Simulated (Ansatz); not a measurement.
AlAs, one cell by several methods

```
Al As
1.0
     0.00000    2.85870    2.83040
     2.85870    0.00000    2.83040
     2.85870    2.85870    0.00000
Al As
1 1
Direct
  0.00000 0.00000 0.00000
  0.75000 0.75000 0.75000
```

Atoms are numbered in the order listed.

The cell is COD entry 1540257, as deposited and not checked against the literature; nothing was relaxed. The listed cell was then made from it by scaling, straining or moving an atom.

All numbers are computed: DFT, PBEsol, PAW with Ansatz's default frozen-core files, scalar-relativistic (Ansatz 0.2.0); DFT, PBEsol, all-electron PAW with datasets made for the crystal, scalar-relativistic (Ansatz 0.2.0); DFT, PBEsol, all-electron LAPW, scalar-relativistic (Ansatz 0.2.0).

For PAW: a Γ-centred 10×10×10 k mesh, Fermi–Dirac smearing of 0.05 eV, cutoff 420 eV, no spin polarisation; the PAW files were made with PBE, and the program remakes their frozen cores for this functional. The crystal-made all-electron datasets (AE datasets) take a cutoff of 160 eV at this cell. LAPW targets a basis error of 0.5 meV/atom. The Ansatz runs share mesh, smearing and spin set-up. Plane-wave (PAW) pressures include the program's estimate of the Pulay term.

Stress and pressure are positive in compression.

The change that made this cell: equal xx and yy strain of +1 %.

| quantity | PAW | AE datasets | LAPW |
| --- | --- | --- | --- |
| pressure (GPa) | -0.88 | -0.90 | -0.90 |
| stress xx (GPa) | -1.06 | -1.08 | -1.07 |
| stress zz (GPa) | -0.53 | -0.55 | -0.55 |
| band gap (eV) | 1.302 | 1.301 | 1.301 |
| field gradient Vzz at Al1 (10²¹ V/m²) | 0.08 | 0.08 | – |
| field gradient Vzz at As2 (10²¹ V/m²) | -0.26 | -0.26 | – |

PAW's pressure differs from the LAPW value by +0.02 GPa. Datasets made for the crystal and LAPW share parts of one code, so their agreement isn't an independent check.
